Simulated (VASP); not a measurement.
Wanted: the native input for a VASP 6.6.1 run.

- Task: relaxation of cell and atoms
- Functional: RPBE
- Potentials or basis: VASP PAW PBE potentials, release 64 (P)
- Cutoff: 600 eV
- k mesh: 8 × 8 × 12
- Occupations: fermi-dirac, width 0.1 eV
- Spin: no spin polarisation
- Dipole correction: no
- Further INCAR settings: ALGO = Normal; EDIFF = 1e-06; IBRION = 2; EDIFFG = -0.01; NSW = 80; ISIF = 3

The structure of P lies in POSCAR:

```
P
1.0
    4.4144220315      0.0000000000      0.0000000000
   -2.2072110158      3.8230016223      0.0000000000
    0.0000000000      0.0000000000      2.7060407053
P
3
Direct
    0.0000000000      0.0000000000      0.0000000000
    0.3333333333      0.6666666667      0.5000000000
    0.6666666667      0.3333333333      0.5000000000
```

The cell was built by a generator and needn't be a form met in nature.

One way to write it, as run:

INCAR

```
  PREC = Accurate
  ENCUT = 600
  EDIFF = 1E-6
  ISMEAR = -1
  SIGMA = 0.1
  LREAL = False
  LASPH = True
  NELM = 100
  ALGO = Normal
  ISIF = 3
  LWAVE = False
  LCHARG = False
  GGA = RP
  IBRION = 2
  NSW = 80
  EDIFFG = -0.01
```

KPOINTS

```
regular mesh
0
Gamma
  8 8 12
```

Potentials or basis: VASP PAW PBE potentials, release 64 (P).

Launch:

```bash
$ cat potpaw_PBE.64/P/POTCAR > POTCAR
$ mpirun -np 1 vasp_std > vasp.out
```

Results of the run:

The relaxed volume is 14.51 Å³/atom. The relaxed cell is a = 4.467 Å, b = 4.467 Å, c = 2.519 Å, α = 90.00°, β = 90.00°, γ = 120.00° and the space group after relaxing (to 0.05 Å) is P6/mmm (No. 191). The energy gained by relaxing is 34.5 meV/atom and the ionic steps are 7. The pressure after relaxing is 0.0 GPa and the band gap on the k mesh is none (metal or under the smearing width).

Caveat: the PAW data sets were made with another functional, which shifts forces and pressure a little.

Run time: 72 s on 1 thread of AMD EPYC 9R45 (Zen 5), on a shared host, peak memory 0.16 GiB.
